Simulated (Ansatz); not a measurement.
**NaF (Fm-3m): G0W0 and the starting functional**

```cif
data_structure
_symmetry_space_group_name_H-M 'P 1'
_symmetry_Int_Tables_number 1
_cell_length_a 3.2244
_cell_length_b 3.2244
_cell_length_c 3.2244
_cell_angle_alpha 60.000
_cell_angle_beta 60.000
_cell_angle_gamma 60.000
_cell_volume 23.70
loop_
_atom_site_label
_atom_site_type_symbol
_atom_site_fract_x
_atom_site_fract_y
_atom_site_fract_z
_atom_site_occupancy
Na1 Na 0.00000 0.00000 0.00000 1
F1 F 0.50000 0.50000 0.50000 1
```

Held fixed (Ansatz):

```json
{"datasets": "hand-made PAW set at its accurate level", "k mesh": "4×4×4", "empty bands": "153", "response cutoff": "200 eV", "frequencies": "contour deformation", "q → 0 term": "analytic weight of Carrier, Rohra and Görling", "band sums": "cut at the band count"}
```

The gap is read direct at Γ, linearised, between the Kohn-Sham band edges among the points solved. ε∞ is the electronic dielectric constant on this mesh. Wave cutoffs: 1300, 1300 eV in the order of the table.

```
orbitals  KS gap (eV)  G0W0 gap (eV)   ε∞
     PBE         6.58          10.95  1.8
  r²SCAN         7.41              ?    ?
```

**Question.** Fill in the row for r²SCAN.

**Answer.** G0W0 gap 11.38 eV, ε∞ 1.7.

The cell is a model at fixed atoms and needn't be the relaxed known crystal. The PAW or pseudopotential files were made with PBE. The mesh is coarse, so these are values at the stated settings, not converged ones. Band sums or response are cut, so the gap isn't at its basis limit. With r²SCAN or HSE06 the Kohn-Sham levels are generalised ones.
